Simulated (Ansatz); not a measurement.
# HfO2: field gradients at two levels of theory

Cell: a structure deposited in the COD whose atoms were relaxed with PBE, the cell held.

Space group P2_1/c (No. 14); a = 5.1180, b = 5.1857, c = 5.2841 Å, β = 99.35°.

```csv
site,Wyckoff,site symmetry,x,y,z
Hf,4e,1,0.2767,0.0419,0.2081
O5,4e,1,0.4466,0.7584,0.4803
O9,4e,1,0.0726,0.3393,0.3389
```

One atom of each set is listed.

First run. Method: Kohn–Sham DFT in Ansatz, PBE, plane waves and PAW, scalar-relativistic, 420 eV cutoff, Γ-centred 6×6×6 k-points, Fermi–Dirac smearing 0.02 eV.

```
site  V_zz (10²¹ V/m²)     η
  Hf             12.69  0.16
  O5              1.07  1.00
  O9             -1.32  0.88
```

Second run. The same atoms and settings, except that the functional is PBEsol.

Q: What does the second run give?

A: 

```tsv
site	V_zz	η	change of V_zz
Hf	12.50	0.16	-0.19
O5	1.08	0.94	+0.01
O9	-1.20	0.92	+0.12
```

The largest change of V_zz is on Hf, from 12.69 to 12.50. In per cent, |V_zz| changes by -2 on Hf, -9 to +1 on O (all sites that start above 0.5).

Without spin–orbit coupling the gradients at and beside Hf can be off by some per cent, at some sites by more.
For the first run: At this cell the principal stresses reach 5 GPa in size with PBE, which can matter for small gradients.
